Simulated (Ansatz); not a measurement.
# KI: band gap under strain

Aim: follow the gap of rocksalt KI through these states: +5.0 % strain along [111] alone; +4.0 % strain along z alone; -1.4 % strain along x alone. The table at the end shows which levels were run.

The runs shown are made with Ansatz 0.2.0. PAW datasets, plane waves. (Simulation; spin polarisation is off.)

## Step 1: The structure to begin with

The unstrained cell was relaxed with r2SCAN; in each strained cell the atoms were relaxed again with r2SCAN. Names of k-points are those of the unstrained zone, where strain can split equivalent points. First state: +5.0 % strain along [111] alone.

Space group R-3m (No. 166), trigonal; conventional cell a = 5.012 Å, c = 12.889 Å, 46.74 Å³ an atom. K has 6 I at 3.60 Å; I has 6 K at 3.60 Å.

As a file:

```
CELL_PARAMETERS angstrom
0.11767 3.66195 3.66195
3.66195 0.11767 3.66195
3.66195 3.66195 0.11767
ATOMIC_POSITIONS crystal
K 0.00000 0.00000 0.00000
I 0.50000 0.50000 0.50000
```

## Step 2: +5.0 % strain along [111] alone: PBE

Input file input.yaml:

```yaml
crystal:
  lattice:
    - [0.1176702036, 3.6619534435, 3.6619534435]
    - [3.6619534435, 0.1176702036, 3.6619534435]
    - [3.6619534435, 3.6619534435, 0.1176702036]
  atoms:
    - { symbol: K, position: [0.0, 0.0, 0.0] }
    - { symbol: I, position: [0.5, 0.5, 0.5] }
kpoints:
  mp_grid: { grid: [6, 6, 6] }
  band_path:
    path:
      - [0.0, 0.0, 0.0]
      - [0.5, 0.0, 0.5]
      - [0.625, 0.25, 0.625]
      - [0.375, 0.375, 0.75]
      - [0.5, 0.5, 0.5]
      - [0.5, 0.25, 0.75]
    npoints: 1
hamiltonian:
  xc: pbe
scf:
  occupations: { method: fermi_dirac, width: 0.02 }
  n_extra_bands: 4
output:
  forces: true
  stress: true
  eigenvalues: true
```

Command:

```sh
ansatz run input.yaml --threads 4 --pin off --max-ram 3686MiB --backend cpu --events-out ev --progress --plain --runs-dir out
```

After this run come: +5.0 % strain along [111] alone: r2SCAN; +5.0 % strain along [111] alone: HSE06; +4.0 % strain along z alone: PBE; +4.0 % strain along z alone: r2SCAN; +4.0 % strain along z alone: HSE06; -1.4 % strain along x alone: PBE; -1.4 % strain along x alone: r2SCAN; -1.4 % strain along x alone: HSE06.

What does the calculation give?

The runs gave:

Least gap in eV (negative: overlap):

```
                          state   PBE  r2SCAN  HSE06
+5.0 % strain along [111] alone  3.78    4.41   4.77
    +4.0 % strain along z alone  3.85    4.48   4.84
    -1.4 % strain along x alone  3.97    4.62   4.97
```

In words: Where both were run, the HSE06 gap lies +0.98 to +1.00 eV from PBE's, each on its own k points. In PBE the gap is least under +5.0 % strain along [111] alone (3.78 eV) and largest under -1.4 % strain along x alone (3.97 eV). Spin-orbit coupling is left out of the table, though the cell holds I (Z = 53); in an element this heavy it can shift bands and gaps by tenths of an eV.
